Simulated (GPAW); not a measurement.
Here is a GPAW 26.7.0 calculation.

Contents of run.py:

```python
from ase.dft.bandgap import bandgap
from ase.io import read, write
from gpaw import GPAW, PW

atoms = read('TiO2.cif')

calc = GPAW(mode=PW(800),
            xc='TB09',
            kpts={'size': (4, 4, 6), 'gamma': True},
            occupations={'name': 'fermi-dirac', 'width': 0.05},
            nbands=43,
            convergence={'density': 1e-05, 'energy': 1e-05},
            eigensolver='cg',
            maxiter=150,
            txt='gpaw.txt')
atoms.calc = calc
energy = atoms.get_potential_energy()
calc.write('gs.gpw')
write('result.traj', atoms)
print('Fermi level:', round(calc.get_fermi_level(), 4), 'eV')
print(f'Gap: {bandgap(calc)[0]:.4f} eV, direct: {bandgap(calc, direct=True)[0]:.4f} eV')
```

Contents of TiO2.cif:

```cif
data_TiO2
_cell_length_a 4.59983732
_cell_length_b 4.59983732
_cell_length_c 2.95921356
_cell_angle_alpha 90.00000000
_cell_angle_beta 90.00000000
_cell_angle_gamma 90.00000000
_space_group_name_H-M_alt 'P1'
_space_group_name_Hall 'P 1'
_space_group_IT_number 1
loop_
_space_group_symop_operation_xyz
'x,y,z'
loop_
_atom_site_label
_atom_site_type_symbol
_atom_site_symmetry_multiplicity
_atom_site_Wyckoff_symbol
_atom_site_fract_x
_atom_site_fract_y
_atom_site_fract_z
_atom_site_occupancy
Ti1 Ti 1 a 0.0000000000 0.0000000000 0.5000000000 1
Ti2 Ti 1 a 0.5000000000 0.5000000000 0.0000000000 1
O1 O 1 a 0.3043213200 0.3043213200 0.5000000000 1
O2 O 1 a 0.1956786800 0.8043213200 0.0000000000 1
O3 O 1 a 0.8043213200 0.1956786800 0.0000000000 1
O4 O 1 a 0.6956786800 0.6956786800 0.5000000000 1
```

Potentials or basis: GPAW PAW data sets for LDA (gpaw-data 1.2.1), pw.

Launch:

```bash
$ OMP_NUM_THREADS=1 python run.py
```

What does it give for the band gap on the k mesh?

2.57 eV, indirect (least direct gap 2.58 eV).

Caveat: the k mesh is coarse; a model potential gives levels but no total energy.

**What was measured.**

From “Shallow Valence Band of Rutile GeO2 and P-type Doping”, 2020, arxiv:2011.08928, for a bulk crystal of TiO2 at 1.6 K: band gap 3.03 eV (direct).

Against the measured gap of TiO2, 3.03 eV (direct; 1.6 K; quoted in “Shallow Valence Band of Rutile GeO2 and P-type Doping”, 2020, arxiv:2011.08928), the calculated 2.57 eV is off by -0.46 eV. 2 values of this kind are on record in papers (3.03 to 3.05 eV); this one was drawn at random among those near their median. The value is that of TB-mBJ on a finite k mesh, which can miss the band edges, without temperature or zero-point motion. The cell is a database's relaxed one, not the measured one, which moves gaps too.
